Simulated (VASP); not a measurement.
A run of VASP 6.6.1:

INCAR

```
ALGO = Normal
EDIFF = 1E-6
EDIFFG = -0.01
ENCUT = 600
GGA = PS
IBRION = 2
ISIF = 3
ISMEAR = 0
KPAR = 4
LASPH = T
LCHARG = F
LREAL = F
LWAVE = F
NELM = 80
NSW = 90
PREC = Accurate
SIGMA = 0.03
```

KPOINTS

```
k-points
0
Gamma
  8 8 8
```

File POSCAR:

```
BeTe
1.0
    0.0000000000      2.7700000000      2.7700000000
    2.7700000000      0.0000000000      2.7700000000
    2.7700000000      2.7700000000      0.0000000000
Be Te
1 1
Direct
    0.0000000000      0.0000000000      0.0000000000
    0.2500000000      0.2500000000      0.2500000000
```

Potentials or basis: VASP PAW PBE potentials, release 64 (Be, Te).

Launch:

```bash
$ cat potpaw_PBE.64/Be/POTCAR potpaw_PBE.64/Te/POTCAR > POTCAR
$ mpirun -np 4 vasp_std > vasp.out
```

Hardware: 4 MPI ranks on Intel(R) Xeon(R) 6975P-C (Granite Rapids) (shared host).

Problem. Estimate the wall time of this run.

Solution. Run time: 6 s on 4 MPI ranks on Intel(R) Xeon(R) 6975P-C (Granite Rapids), on a shared host, peak memory 0.18 GiB a rank. Counts: scf iterations 25, k points 29, ion steps 3.
